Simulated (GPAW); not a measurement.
Runs of GPAW 26.7.0 on MgS. It takes space group F-43m (No. 216, cubic). The conventional cell has a = 5.666 Å, b = 5.666 Å, c = 5.666 Å, α = 90.00°, β = 90.00°, γ = 90.00°. Around S (site symmetry -43m) lie 4 Mg at 2.45 Å. Around Mg (site symmetry -43m) lie 4 S at 2.45 Å. The cell comes from a database or a generator and needn't be the stable form of this composition.

| task | level | potentials or basis | k mesh | cutoff (eV) | smearing | response ecut | response k mesh | response bands | kernels | coarser k mesh | mesh quality | gap on the mesh (eV) | pressure (GPa) | V0 of scaled cells (Å³/atom) | B0 (GPa) |
| --- | --- | --- | --- | --- | --- | --- | --- | --- | --- | --- | --- | --- | --- | --- | --- |
| equation of state | PBEsol | PAW data sets generated in the run's folder for this functional, pw | 8 × 8 × 8 | 800 | fermi-dirac 0.05 eV | - | - | - | - | - | not flagged | - | - | (a) | 58 |
| dielectric tensor | LDA | the program's PAW data sets (release 1.2.1) made for this functional, pw | 7 × 7 × 7 | 650 | fermi-dirac 0.001 eV | 80 eV | 18 × 18 × 18 | 28 | ["RPA"] | 18 × 18 × 18 | not flagged | 3.17 | - | - | - |
| equation of state | LDA | the program's PAW data sets (release 1.2.1) made for this functional, pw | 8 × 8 × 8 | 800 | fermi-dirac 0.05 eV | - | - | - | - | - | not flagged | - | - | 21.89 | (b) |
| single point | LDA | the program's PAW data sets (release 1.2.1) made for this functional, pw | 8 × 8 × 8 | 800 | gaussian 0.02 eV | - | - | - | - | - | not flagged | 3.17 | -2.2 | - | - |
| band structure | PBEsol | PAW data sets generated in the run's folder for this functional, pw | 8 × 8 × 8 | 800 | fermi-dirac 0.05 eV | - | - | - | - | - | not flagged | 3.28 | -0.4 | - | - |
| dielectric tensor | PBEsol | PAW data sets generated in the run's folder for this functional, pw | 7 × 7 × 7 | 650 | fermi-dirac 0.001 eV | 80 eV | 18 × 18 × 18 | 28 | ["RPA"] | 18 × 18 × 18 | not flagged | 3.28 | - | - | - |

Alike in all rows: no spin polarisation; cell as given.

Question: Fill in the values left out.

Answer: (a) 22.60; (b) 62.

Caveats: the long-wavelength limit can be off by a per cent or two (some runs).

A k mesh can miss the band edges.

Not every run made on this cell is shown here.
